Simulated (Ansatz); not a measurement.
# How well the gap of Ga6AsP5 (zincblende [001] superlattice) can be computed, part 2 of 2

Aim: a best estimate of the quasiparticle gap of Ga6AsP5 (zincblende [001] superlattice), with each correction and its cost laid out.

Ansatz 0.2.0; density functionals, hybrids, G0W0, plane waves, PAW. Known limits of the many-body steps: not at the basis limit; no spin-orbit coupling; coarse k mesh.

So far. Step 4 (HSE06): The gap stands +0.76 eV against PBEsol. Step 5 (G0W0, 4×4×2 mesh, 259 empty bands, screening to 60 eV …): The gap on the mesh goes from 1.35 eV to 1.77 eV, a correction of +0.42 eV. Between the two edge states, bare exchange in place of the xc potential would open the gap by 5.50 eV, and correlation takes back 5.08 eV.

## Step 6: G0W0, 4×4×2 mesh, 1027 empty bands, screening to 150 eV, PAW set soft_1 files

Level of this step: G0W0 on PBEsol, plane waves, PAW; PAW set soft_1 (Ansatz).

Bands and screening cutoff are moved together, since each hides the error of the other.

The input, input.yaml:

```yaml
crystal:
  lattice:
    - [3.8743988236, 0.0, 0.0]
    - [0.0, 3.8743988236, 0.0]
    - [0.0, 0.0, 16.4043047053]
  atoms:
    - { symbol: Ga, position: [0.0, 0.0, 0.0412541376] }
    - { symbol: As, position: [0.5, 0.0, 0.1296876506] }
    - { symbol: Ga, position: [0.5, 0.5, 0.2181211637] }
    - { symbol: P, position: [0.0, 0.5, 0.300410162] }
    - { symbol: Ga, position: [0.0, 0.0, 0.3828148675] }
    - { symbol: P, position: [0.5, 0.0, 0.4651022242] }
    - { symbol: Ga, position: [0.5, 0.5, 0.5473946758] }
    - { symbol: P, position: [0.0, 0.5, 0.6296876506] }
    - { symbol: Ga, position: [0.0, 0.0, 0.7119806254] }
    - { symbol: P, position: [0.5, 0.0, 0.794273077] }
    - { symbol: Ga, position: [0.5, 0.5, 0.8765604337] }
    - { symbol: P, position: [0.0, 0.5, 0.9589651392] }
kpoints:
  mp_grid: { grid: [4, 4, 2] }
hamiltonian:
  xc: pbesol
  pseudopotentials: { kind: paw, azcp: { folder: soft_1 }, xc_functional: pbe }
scf:
  occupations: { method: fixed }
gw:
  n_empty_bands: 1027
  ecut_chi: 150.0
  qp_bands: [v4, c4]
  qp_kpoints: band_edges
  screening: { model: contour_deformation }
```

Started as:

```console
$ ansatz run input.yaml --threads 2 --pin off --max-ram 73728MiB --backend cuda --events-out ev --progress --plain --runs-dir out --devices 1 --max-vram 13GiB
```

Numbers of over 12 decimals in the logs are rounded to 6 here.

Log:

```text
GPUs: using 1 of 1 available (devices: 1).
[...]
GPU FFT provider: cuFFT
GPU libraries: cuBLAS 13.8.2, cuFFT 12.4.0, cuSOLVER 12.3.4
Crystal: 12 atoms, lattice volume = 246.244 Å³
Basis set: ecut = 420 eV, 4847 PW (Γ)
Bands: 71, of which v1, the nominal top of the filled ones, is band 59 counted from 1 (58 counted from 0)
Symmetry: 8 space group operations
[...]
k-points: 12 of 32
[...]
GPU buffer pool allocated for 87480 grid points (all kernels)
[...]
SCF iter   1: F=—  HF=-30977.967209 eV  |F-HF|=—  |Δ(HF+E_count)|=         —  Δρ=4.53e-2  dr2=5.14e0  ethr=3.10e-3  ⟨swp⟩=5.7  Hψ=2924  notcnv=0  defer=93
[...]
SCF iter  10: F=-30976.823896 eV  HF=-30976.823896 eV  |F-HF|=5.59e-8  |Δ(HF+E_count)|=   3.09e-7  Δρ=4.22e-6  dr2=4.12e-8  ethr=8.47e-11  ⟨swp⟩=12.8  Hψ=3811  notcnv=0
SCF 1 converged in 10 iterations: F = -30976.823896 eV  dr2 = 4.12e-8
[...]
G₀W₀ screening: q 1/12
[... further progress lines ...]
SCF converged after 10 iterations
Free energy (F): -30976.823896 eV
[...]
Internal energy: -30976.823896 eV  (E = F + TS)
E sigma→0 (E₀):  -30976.823896 eV
Fermi energy:    7.242418 eV
[...]
--- Band table (eV; the first three rows and the last of 12) ---
  k-point 0: bands = [... 55 lower, 6.2807, 7.2080, 7.2424, 7.2424, 8.6244, 8.7195, 8.7243, 8.8153, ... 8 higher]
  k-point 1: bands = [... 55 lower, 6.7837, 6.7837, 7.0020, 7.0020, 8.5894, 8.5930, 9.1209, 9.1364, ... 8 higher]
  k-point 2: bands = [... 55 lower, 6.3749, 6.3874, 6.4320, 6.9941, 9.1519, 9.2300, 9.2738, 9.5929, ... 8 higher]
  k-point 11: bands = [... 55 lower, 4.2566, 4.2600, 4.2600, 4.3638, 9.0749, 9.2213, 9.2416, 9.3792, ... 8 higher]
[...]
0    56      6.2807   -16.4172     1.4673   -14.3741  0.7606     5.7000     5.7050  root
     0    57      7.2080   -16.8064     0.8578   -15.4214  0.7682     6.6781     6.6808  root
     0    58      7.2424   -17.1274     1.1489   -15.4187  0.7669     6.6791     6.6827  root
     0    59      7.2424   -17.1274     1.1489   -15.4187  0.7669     6.6791     6.6827  root
     0    60      8.6244    -6.9396    -3.8994   -10.9231  0.7887     8.7085     8.7084  root
     0    61      8.7195    -7.5388    -3.9757   -11.6724  0.7837     8.8777     8.8774  root
     0    62      8.7243    -9.6170    -4.0140   -13.8723  0.7807     8.9663     8.9656  root
     0    63      8.8153    -8.8234    -4.0044   -13.0494  0.7843     9.0375     9.0370  root
     1    56      6.7837   -16.8474     1.2941   -14.9874  0.7618     6.2139     6.2179  root
     1    57      6.7837   -16.8474     1.2941   -14.9874  0.7618     6.2139     6.2179  root
     1    58      7.0020   -16.7544     1.1931   -15.0052  0.7673     6.4421     6.4460  root
     1    59      7.0020   -16.7544     1.1931   -15.0052  0.7673     6.4421     6.4460  root
     1    60      8.5894    -7.1508    -3.8964   -11.1524  0.7877     8.6947     8.6945  root
     1    61      8.5930    -7.4070    -3.9146   -11.4516  0.7862     8.7232     8.7229  root
     1    62      9.1209    -7.3396    -4.0858   -11.5825  0.7820     9.2782     9.2779  root
     1    63      9.1364    -7.4385    -4.0898   -11.7014  0.7814     9.3099     9.3095  root
     2    56      6.3749   -16.6180     1.4670   -14.5692  0.7609     5.7883     5.7932  root
     2    57      6.3874   -16.3772     1.1605   -14.6726  0.7638     5.8397     5.8433  root
     2    58      6.4320   -16.3523     1.1504   -14.6569  0.7644     5.8834     5.8870  root
     2    59      6.9941   -16.9713     1.2525   -15.1512  0.7660     6.4225     6.4265  root
     2    60      9.1519    -8.2280    -4.0557   -12.4694  0.7810     9.3380     9.3376  root
     2    61      9.2300    -8.8571    -4.0551   -13.1315  0.7802     9.4498     9.4493  root
     2    62      9.2738    -9.1864    -4.0593   -13.4782  0.7795     9.5069     9.5063  root
     2    63      9.5929    -7.8246    -4.1971   -12.1988  0.7771     9.7704     9.7699  root
[...]
11    56      4.2566   -15.5914     2.1131   -12.8824  0.7366     3.6525     3.6607  root
    11    57      4.2600   -15.7465     2.1133   -13.0287  0.7371     3.6481     3.6555  root
    11    58      4.2600   -15.7465     2.1133   -13.0287  0.7371     3.6481     3.6555  root
    11    59      4.3638   -15.4473     1.9376   -12.9100  0.7451     3.7561     3.7640  root
    11    60      9.0749    -7.3235    -3.8375   -11.2360  0.7887     9.1499     9.1498  root
    11    61      9.2213    -7.1716    -3.8894   -11.1275  0.7872     9.2878     9.2878  root
    11    62      9.2416    -7.2339    -3.8816   -11.1811  0.7876     9.3072     9.3071  root
    11    63      9.3792    -7.1035    -3.8908   -11.0445  0.7882     9.4295     9.4294  root
```

Wall time 98 s (1 × NVIDIA H100 80GB HBM3 (shared by 6 runs) with 2 threads of AMD EPYC 7R13 (Zen 3), shared host); peak memory 4.3 GiB.

Numbers from this step:

```yaml
bands_summed: 1086
rpa_eps_infinity_on_this_mesh_eigenvalues: 11.62, 15.06, 15.06
plane_waves_in_the_screening_matrix: 1029
q_points_in_the_mesh: 32
g0w0_gap_on_the_mesh: 1.969 eV
k_of_the_valence_top: 0, 0, 0
k_of_the_conduction_bottom: -0.5, -0.5, 0
starting_gap_on_the_mesh: 1.347 eV
z_at_the_valence_top: 0.7669
z_at_the_conduction_bottom: 0.7932
least_direct_g0w0_gap_on_the_computed_points: 2.026 eV
```

Against the run with 4×4×2 mesh, 259 empty bands, screening to 60 eV, PAW set soft_1 files, the gap moves by +0.20 eV.

Limits: finite bands, cutoff and mesh; no spin-orbit coupling; coarse k mesh. v1 is the top filled band, c1 the lowest empty one. The levels before and after the correction (eV, zero at the valence-band top of each column):

```csv
,conduction bottom,valence top
Kohn-Sham,1.35,0.00
G0W0,1.97,0.00
```

```csv
,level,occupation,energy (eV)
Kohn-Sham,Γ v3,2,-0.034
Kohn-Sham,Γ v2-v1,2,0.000
Kohn-Sham,Γ c1,0,1.382
Kohn-Sham,Γ c2,0,1.477
Kohn-Sham,Γ c3,0,1.482
Kohn-Sham,(-0.5 -0.5 0) v3-v2,2,-2.749
Kohn-Sham,(-0.5 -0.5 0) v1,2,-2.703
Kohn-Sham,(-0.5 -0.5 0) c1,0,1.348
Kohn-Sham,(-0.5 -0.5 0) c2,0,1.526
Kohn-Sham,(-0.5 -0.5 0) c3,0,1.658
G0W0,Γ v3,2,-0.002
G0W0,Γ v2-v1,2,0.000
G0W0,Γ c1,0,2.026
G0W0,Γ c2,0,2.195
G0W0,Γ c3,0,2.283
G0W0,(-0.5 -0.5 0) v3-v2,2,-2.799
G0W0,(-0.5 -0.5 0) v1,2,-2.752
G0W0,(-0.5 -0.5 0) c1,0,1.969
G0W0,(-0.5 -0.5 0) c2,0,2.135
G0W0,(-0.5 -0.5 0) c3,0,2.376
```

How the two edges are built up, in eV (the quasiparticle level is the starting level plus Σx plus Σc less Vxc):

```csv
run,edge,start,Σx,Σc,Vxc,Z,QP
318 bands,valence top,7.24,-17.13,1.56,-15.42,0.77,7.09
318 bands,conduction bottom,8.59,-7.06,-3.53,-10.85,0.79,8.86
1086 bands,valence top,7.24,-17.13,1.15,-15.42,0.77,6.68
1086 bands,conduction bottom,8.59,-7.06,-3.73,-10.85,0.79,8.65
```

## Step 7: The ladder

Times are wall times on 1 × NVIDIA H100 80GB HBM3 (shared by 6 runs) with 2 threads of AMD EPYC 7R13 (Zen 3), shared host, good to a factor of about two. G0W0 rows are gaps on the mesh, lowered by the amount that the mesh misses the start's edges, a rough step that assumes the same correction there.

```csv
level,gap (eV),least direct gap (eV),time
PBEsol,1.36,1.39,16 s
PBEsol+SOC,1.31,1.34,10 s
HSE06,2.12,2.17,50 s
G0W0@PBEsol (259 empty bands),1.77,-,25 s
G0W0@PBEsol (1027 empty bands),1.97,-,98 s
```

## Step 8: Adding up the best estimate

```csv
term,eV,running total (eV)
"G0W0 on the mesh, top rung",1.969,1.969
"to the limit, by a line in one over the bands through the two top rungs",+0.084,2.053
"spin-orbit change, from PBEsol",−0.051,2.002
```

## Step 9: Summary of results

| Quantity | Value |
| --- | --- |
| PBEsol gap | 1.36 eV, indirect (only 37 meV under the direct gap) |
| HSE06 | 2.12 eV |
| G0W0, top rung on the mesh | 1.97 eV |
| best estimate, G0W0@PBEsol with spin-orbit change | 2.00 eV |
| GW settings of the top rung | 4×4×2 mesh, 1027 empty bands, screening to 150 eV, PAW set soft_1 files |
| known limits | one-shot GW, static lattice; one k mesh, untested; coarse k mesh |

**Reading.** The best estimate for G0W0@PBEsol is 2.00 eV, indirect (only 37 meV under the direct gap) by PBEsol+SOC, against 1.31 eV at the start (both with spin-orbit coupling). The limit rests on the two highest rungs, unchecked by another pair. Among the functionals HSE06 comes nearest: +0.07 eV from the estimate without its spin-orbit term (2.05 eV). All runs took 3.3 min, 62 % of it in G0W0. The 4×4×2 mesh is coarse for this cell (its supercell is 15 Å along the shortest edge). The RPA ε∞ on it, from the PBEsol start, is 11.62 and 15.06; such meshes misread the long-range screening, most where the gap is narrow.

[Paths, hosts, dates, memory and timing lines, banners, echoed tables and standing remarks are left out of the program output.]

[Logs are printed without paths, hosts, clocks, repeated set-up lines and the standing remarks that a program may print on its own settings, such as how far it seeks lower states.]

[Runs of the session that timed out or met a known fault of the program may be left out.]

[Cells called generated may have been cut or substituted from an entry of the Crystallography Open Database or the Materials Project.]

[Hosts, paths, dates, database ids (printed as entryN), source tags and the programs' standing remarks are cut or masked in the printed files.]
